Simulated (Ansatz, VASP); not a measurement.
Given: the input of a run of Ansatz 0.2.0 on FeO (Wuestite). 

The input input.yaml:

```yaml
crystal:
  lattice:
    - [0.0, 2.1554, 2.1554]
    - [2.1554, 0.0, 2.1554]
    - [2.1554, 2.1554, 0.0]
  atoms:
    - { symbol: Fe, position: [0.0, 0.0, 0.0], spin: 3.0 }
    - { symbol: O, position: [0.5, 0.5, 0.5] }
hamiltonian:
  xc: blyp
  pseudopotentials: { kind: paw }
magnetization:
  spin_polarized: true
kpoints:
  mp_grid: { grid: [8, 8, 8] }
scf:
  occupations: { method: fermi_dirac, width: 0.05 }
output:
  forces: true
  stress: true
  eigenvalues: true
relax:
  f_tol: 0.01
  max_steps: 40
  cell: { stress_tol: 0.05 }
```

Potentials or basis: Ansatz PAW.

Run with:

```sh
$ ansatz run input.yaml --threads 2 --pin off --max-ram 5632MiB --backend cpu --events-out ev --progress --plain --runs-dir out
```

Question: What does the same run look like in VASP 6.6.1? Potentials or basis there: PBE PAW files Fe, O, 600 eV.

Answer: As run (cutoffs and basis follow the program's own potentials, and thresholds, step limits or extra output files can differ):

INCAR

```
SYSTEM = FeO
  PREC = Accurate
  ENCUT = 600
  EDIFF = 1E-6
  ISMEAR = -1
  SIGMA = 0.05
  LREAL = .False.
  LASPH = .True.
  NELM = 100
  ALGO = Fast
  ISIF = 3
  LWAVE = .False.
  LCHARG = .False.
  ISPIN = 2
  MAGMOM = 3 0
  LORBIT = 11
  LMAXMIX = 4
  GGA = B5
  ALDAX = 1.0
  AGGAX = 1.0
  AGGAC = 1.0
  ALDAC = 0.0
  IBRION = 2
  NSW = 60
  EDIFFG = -0.02
```

File KPOINTS:

```
Automatic mesh
0
Gamma
  8 8 8
  0 0 0
```

The input POSCAR:

```
FeO
1.0
    0.0000000000      2.1554000000      2.1554000000
    2.1554000000      0.0000000000      2.1554000000
    2.1554000000      2.1554000000      0.0000000000
Fe O
1 1
Direct
    0.0000000000      0.0000000000      0.0000000000
    0.5000000000      0.5000000000      0.5000000000
```

Potentials or basis: VASP PAW PBE potentials, release 64 (Fe, O).

Launch:

```bash
$ cat potpaw_PBE.64/Fe/POTCAR potpaw_PBE.64/O/POTCAR > POTCAR
$ mpirun -np 1 vasp_std > vasp.out
```

Both were run:

|  | Ansatz | VASP |
| --- | --- | --- |
| Relaxed volume | 10.39 Å³/atom | 10.40 Å³/atom |
| Relaxed cell | a = 3.086 Å, b = 3.086 Å, c = 3.086 Å, α = 60.00°, β = 60.00°, γ = 60.00° | a = 3.087 Å, b = 3.087 Å, c = 3.087 Å, α = 60.00°, β = 60.00°, γ = 60.00° |
| Space group after relaxing | Fm-3m (No. 225) | Fm-3m (No. 225) |
| Pressure after relaxing | 0.0 GPa | -0.1 GPa |
| Net moment | 4.00 μB per cell | 4.00 μB per cell |

Ansatz's pressure holds a Pulay term of +0.77 GPa for its cutoff of 420 eV, which the other run lacks.

The potentials hold 22 and 14 valence electrons a cell.

Ansatz's potentials were made for PBE. VASP's potentials were made for PBE.

Where Ansatz's input types no cutoff or centring, it takes its own default and a Γ-centred mesh.

The magnetic state is the one that the start led to; the real crystal's order can differ.

Pressure is positive in compression.
